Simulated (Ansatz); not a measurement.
Input and command of a calculation in Ansatz (plane waves; scalar-relativistic PAW potentials unless the input names others):

```yaml
crystal:
  lattice:
    - [3.2188796041, 0.0, 0.0]
    - [-1.6094398021, 2.7876315089, 0.0]
    - [0.0, 0.0, 35.4038262222]
  atoms:
    - { symbol: "N", position: [0.3333333333, 0.6666666667, 0.2118415098] }
    - { symbol: Zr, position: [0.6666666667, 0.3333333333, 0.2489590261] }
    - { symbol: "N", position: [0.0, 0.0, 0.2860765423] }
    - { symbol: Zr, position: [0.3333333333, 0.6666666667, 0.3231940586] }
    - { symbol: "N", position: [0.6666666667, 0.3333333333, 0.3603115749] }
    - { symbol: Zr, position: [0.0, 0.0, 0.3974290911] }
    - { symbol: "N", position: [0.3333333333, 0.6666666667, 0.4345466074] }
    - { symbol: Zr, position: [0.6666666667, 0.3333333333, 0.4716641237] }
    - { symbol: Zr, position: [0.6666666667, 0.3333333333, 0.5733480484] }
    - { symbol: Zr, position: [0.3333333333, 0.6666666667, 0.644951529] }
    - { symbol: Zr, position: [0.6666666667, 0.3333333333, 0.7165550096] }
    - { symbol: Zr, position: [0.3333333333, 0.6666666667, 0.7881584902] }
basis:
  ecutwfc: 420
  xc_grid: 1
kpoints:
  mp_grid: { grid: [12, 12, 1] }
hamiltonian:
  xc: pbesol
scf:
  occupations: { method: gaussian, width: 0.1 }
output:
  forces: true
  eigenvalues: true
relax:
  adjacent_minimum: "off"
  f_tol: 0.03
  max_steps: 70
efield:
  axis: 3
  dipole_correction: true
  ramp_width: 0.04
```

```bash
ansatz run input.yaml --threads 4 --pin off --max-ram 10240MiB --backend cpu --events-out ev --progress --plain --runs-dir out
```

Abridged log:
```
Basis set: ecut = 420 eV, 6299 PW (Γ)
Bands: 70, of which v1, the nominal top of the filled ones, is band 58 counted from 1 (57 counted from 0)
Symmetry: 6 space group operations
k-points: 19 of 144 (time reversal used)
SCF iter   1: F=—  HF=-34552.922793 eV  |F-HF|=—  |Δ(HF+E_count)|=         —  Δρ=1.55e-2  dr2=7.79e1  ethr=1.77e-3  p=0.139 e·Å  D=7.92e-2 V/Å  ΔV_dip=-2.80 eV  dr2_dipole=9.61e1  V_vac-E_F(+/−)=4.60/7.40 eV  ⟨swp⟩=8.5  Hψ=6202  notcnv=0
efield: sawtooth ramp at fractional position 0.9800 (placed from the atoms, in the widest stretch of the axis that holds none; the zero of the levels goes with the place), width 0.0400; the density the first Hamiltonian is built on has a dipole p = 0.139 e·Å; the dipole correction subtracts the counter field D = 7.92e-2 V/Å, which shifts the + side's vacuum level by -2.80 eV against the − side's; the planar-averaged density in the ramp window peaks in size at 7.4e-5 e/Å³
SCF iter   2: F=—  HF=-34553.205687 eV  |F-HF|=—  |Δ(HF+E_count)|=   2.83e-1  Δρ=5.38e-2  dr2=3.15e2  ethr=1.77e-3  p=0.241 e·Å  D=1.37e-1 V/Å  ΔV_dip=-4.86 eV  dr2_dipole=3.69e2  V_vac-E_F(+/−)=3.81/8.67 eV  ⟨swp⟩=2.6  Hψ=2247  notcnv=0  defer=50  recentre
SCF iter   3: F=—  HF=-34552.562078 eV  |F-HF|=—  |Δ(HF+E_count)|=   6.44e-1  Δρ=1.19e-2  dr2=4.04e1  ethr=1.77e-3  p=0.161 e·Å  D=9.15e-2 V/Å  ΔV_dip=-3.24 eV  dr2_dipole=5.13e1  V_vac-E_F(+/−)=4.44/7.68 eV  ⟨swp⟩=2.2  Hψ=2411  notcnv=0  defer=21
SCF iter   4: F=—  HF=-34552.400351 eV  |F-HF|=—  |Δ(HF+E_count)|=   1.62e-1  Δρ=1.02e-2  dr2=7.03e0  ethr=1.77e-3  p=0.175 e·Å  D=9.95e-2 V/Å  ΔV_dip=-3.52 eV  dr2_dipole=5.26e0  V_vac-E_F(+/−)=4.22/7.74 eV  ⟨swp⟩=1.3  Hψ=1400  notcnv=0  defer=13
SCF iter   5: F=—  HF=-34552.313892 eV  |F-HF|=—  |Δ(HF+E_count)|=   8.65e-2  Δρ=6.98e-3  dr2=4.82e0  ethr=1.77e-3  p=0.184 e·Å  D=1.05e-1 V/Å  ΔV_dip=-3.70 eV  dr2_dipole=5.15e0  V_vac-E_F(+/−)=4.24/7.95 eV  ⟨swp⟩=1.4  Hψ=1484  notcnv=0  defer=22
SCF iter   6: F=—  HF=-34552.252124 eV  |F-HF|=—  |Δ(HF+E_count)|=   6.18e-2  Δρ=2.74e-3  dr2=8.33e-1  ethr=1.77e-3  p=0.191 e·Å  D=1.09e-1 V/Å  ΔV_dip=-3.85 eV  dr2_dipole=1.06e0  V_vac-E_F(+/−)=4.29/8.14 eV  ⟨swp⟩=1.6  Hψ=1575  notcnv=0  defer=29
SCF iter   7: F=—  HF=-34552.244553 eV  |F-HF|=—  |Δ(HF+E_count)|=   7.57e-3  Δρ=6.55e-4  dr2=1.29e-2  ethr=7.18e-4  p=0.192 e·Å  D=1.10e-1 V/Å  ΔV_dip=-3.88 eV  dr2_dipole=5.86e-4  V_vac-E_F(+/−)=4.29/8.16 eV  ⟨swp⟩=1.7  Hψ=1616  notcnv=0  defer=38
SCF iter   8: F=—  HF=-34552.243571 eV  |F-HF|=—  |Δ(HF+E_count)|=   9.82e-4  Δρ=8.13e-4  dr2=7.24e-2  ethr=1.12e-5  p=0.191 e·Å  D=1.09e-1 V/Å  ΔV_dip=-3.86 eV  dr2_dipole=8.78e-2  V_vac-E_F(+/−)=4.29/8.15 eV  ⟨swp⟩=2.1  Hψ=1730  notcnv=0  defer=39
   ...
SCF iter   3: F=—  HF=-34554.539771 eV  |F-HF|=—  |Δ(HF+E_count)|=   2.21e-4  Δρ=1.68e-4  dr2=2.14e-4  ethr=1.04e-6  p=0.093 e·Å  D=5.32e-2 V/Å  ΔV_dip=-1.88 eV  dr2_dipole=3.61e-7  V_vac-E_F(+/−)=4.29/6.18 eV  ⟨swp⟩=2.0  Hψ=1749  notcnv=0  defer=6
SCF iter   4: F=—  HF=-34554.539745 eV  |F-HF|=—  |Δ(HF+E_count)|=   2.61e-5  Δρ=6.47e-5  dr2=3.93e-5  ethr=1.84e-7  p=0.093 e·Å  D=5.32e-2 V/Å  ΔV_dip=-1.88 eV  dr2_dipole=9.28e-7  V_vac-E_F(+/−)=4.29/6.18 eV  ⟨swp⟩=3.0  Hψ=2048  notcnv=0  defer=6
SCF iter   5: F=—  HF=-34554.539741 eV  |F-HF|=—  |Δ(HF+E_count)|=   3.10e-6  Δρ=1.88e-5  dr2=7.69e-6  ethr=3.39e-8  p=0.093 e·Å  D=5.32e-2 V/Å  ΔV_dip=-1.88 eV  dr2_dipole=7.08e-7  V_vac-E_F(+/−)=4.29/6.18 eV  ⟨swp⟩=2.7  Hψ=1782  notcnv=0  defer=6
SCF iter   6: F=-34554.539740 eV  HF=-34554.539741 eV  |F-HF|=1.78e-6  |Δ(HF+E_count)|=   1.02e-7  Δρ=6.29e-6  dr2=1.68e-6  ethr=2.86e-9  p=0.093 e·Å  D=5.32e-2 V/Å  ΔV_dip=-1.88 eV  dr2_dipole=2.04e-7  V_vac-E_F(+/−)=4.29/6.18 eV  ⟨swp⟩=13.1  Hψ=5189  notcnv=0
SCF 8 converged in 6 iterations: F = -34554.539740 eV  dr2 = 1.68e-6
relax step   8: F+E_penalty+E_count = -34554.53973960 eV  Δ(F+E_penalty+E_count) = -7.007e-4 eV  max|allowed force component| = 1.818e-2 eV/Å  Δτ_max = 0.0074 Å  (6 SCF iters, dr2 threshold 3.32e-6 eV, accepted)
SCF iter   1: F=—  HF=-34554.539741 eV  |F-HF|=—  |Δ(HF+E_count)|=         —  Δρ=6.29e-6  dr2=1.67e-6  ethr=1.45e-9  p=0.093 e·Å  D=5.32e-2 V/Å  ΔV_dip=-1.88 eV  dr2_dipole=2.04e-7  V_vac-E_F(+/−)=4.29/6.18 eV  ⟨swp⟩=1.1  Hψ=3231  notcnv=0
efield: sawtooth ramp at fractional position 0.9800 (handed on by an earlier solve), width 0.0400; the density the first Hamiltonian is built on has a dipole p = 0.093 e·Å; the dipole correction subtracts the counter field D = 5.32e-2 V/Å, which shifts the + side's vacuum level by -1.88 eV against the − side's; the planar-averaged density in the ramp window peaks in size at 1.4e-6 e/Å³
SCF iter   2: F=—  HF=-34554.539741 eV  |F-HF|=—  |Δ(HF+E_count)|=   2.01e-8  Δρ=5.99e-6  dr2=6.66e-7  ethr=1.44e-9  p=0.093 e·Å  D=5.32e-2 V/Å  ΔV_dip=-1.88 eV  dr2_dipole=3.69e-8  V_vac-E_F(+/−)=4.29/6.18 eV  ⟨swp⟩=2.0  Hψ=1567  notcnv=0
SCF iter   3: F=—  HF=-34554.539741 eV  |F-HF|=—  |Δ(HF+E_count)|=   1.91e-9  Δρ=6.61e-6  dr2=4.15e-7  ethr=5.74e-10  p=0.093 e·Å  D=5.32e-2 V/Å  ΔV_dip=-1.88 eV  dr2_dipole=8.62e-9  V_vac-E_F(+/−)=4.29/6.18 eV  ⟨swp⟩=2.0  Hψ=1746  notcnv=0
SCF iter   4: F=-34554.539741 eV  HF=-34554.539741 eV  |F-HF|=9.10e-9  |Δ(HF+E_count)|=   3.88e-8  Δρ=9.15e-7  dr2=1.14e-8  ethr=8.62e-11  p=0.093 e·Å  D=5.32e-2 V/Å  ΔV_dip=-1.88 eV  dr2_dipole=3.81e-11  V_vac-E_F(+/−)=4.29/6.18 eV  ⟨swp⟩=4.5  Hψ=5369  notcnv=0
SCF 9 converged in 4 iterations: F = -34554.539741 eV  dr2 = 1.14e-8
relax step   9: F+E_penalty+E_count = -34554.53974135 eV  Δ(F+E_penalty+E_count) = -1.750e-6 eV  max|allowed force component| = 1.819e-2 eV/Å  Δτ_max = 0.0000 Å  (4 SCF iters, accepted)
SCF converged after 4 iterations
Free energy (F): -34554.539741 eV
Harris-Foulkes:  -34554.539741 eV  (|F-HF|=9.10e-9)
Internal energy: -34554.487054 eV  (E = F + TS)
E sigma→0 (E₀):  -34554.513398 eV
Entropy (-TS):   -0.052687 eV (-4.391 meV/atom)
Fermi energy:    7.142341 eV
Dipole field:    D = 0.053174 V/Å  (p = 0.093353 e·Å, saw-weighted, corrected)
Work function:   Φ+ = 4.2948 eV   Φ− = 6.1774 eV
Levels:          The Fermi level and band energies are counted from a zero that moves with the ramp; work functions are not
--- Forces (eV/Å), atoms counted from 1 ---
  atom   1  N      0.00000000     0.00000000     0.00450038
  atom   2  Zr     0.00000000     0.00000000    -0.00474752
  atom   3  N      0.00000000     0.00000000    -0.00518043
  atom   4  Zr     0.00000000     0.00000000    -0.01468841
  atom   5  N      0.00000000     0.00000000     0.01208381
  atom   6  Zr     0.00000000     0.00000000     0.01599527
  atom   7  N      0.00000000     0.00000000     0.00211798
  atom   8  Zr     0.00000000     0.00000000    -0.01827498
  atom   9  Zr     0.00000000     0.00000000     0.01468544
  atom  10  Zr     0.00000000     0.00000000    -0.00752228
  atom  11  Zr     0.00000000     0.00000000     0.00165060
  atom  12  Zr     0.00000000     0.00000000    -0.00166936
--- Relaxed structure (9 steps of the walk, 9 accepted, 0 SCFs on fresh bases) ---
  F+E_penalty+E_count = -34554.53974135 eV   max|allowed force component| = 1.819e-2 eV/Å
  atoms:
    - { symbol: N, position: [0.33333333, 0.66666666, 0.22797942] }
    - { symbol: Zr, position: [0.66666666, 0.33333333, 0.25004570] }
    - { symbol: N, position: [0.0, 0.0, 0.29642737] }
    - { symbol: Zr, position: [0.33333333, 0.66666666, 0.33027226] }
    - { symbol: N, position: [0.66666666, 0.33333333, 0.36704253] }
    - { symbol: Zr, position: [0.0, 0.0, 0.40557363] }
    - { symbol: N, position: [0.33333333, 0.66666666, 0.44290591] }
    - { symbol: Zr, position: [0.66666666, 0.33333333, 0.47719255] }
    - { symbol: Zr, position: [0.66666666, 0.33333333, 0.55940126] }
    - { symbol: Zr, position: [0.33333333, 0.66666666, 0.62851373] }
    - { symbol: Zr, position: [0.66666666, 0.33333333, 0.70215285] }
    - { symbol: Zr, position: [0.33333333, 0.66666666, 0.76952832] }
```

Apart from outputs and empty bands, the input differs from a reference run on usual settings in basis.xc_grid: not typed → 1. The reference, at the same start, ended its own course with largest force 0.018 eV/Å, no gap on the mesh. This run converged in 71 SCF iterations over all its steps (reference: 71) with an energy at zero smearing within 0.01 meV/atom of the reference's, largest force 0.018 eV/Å, no gap on the mesh.

Time: 82 s on 4 threads of Intel(R) Xeon(R) Platinum 8488C (Sapphire Rapids), with other jobs on the host, peak memory 1 GiB.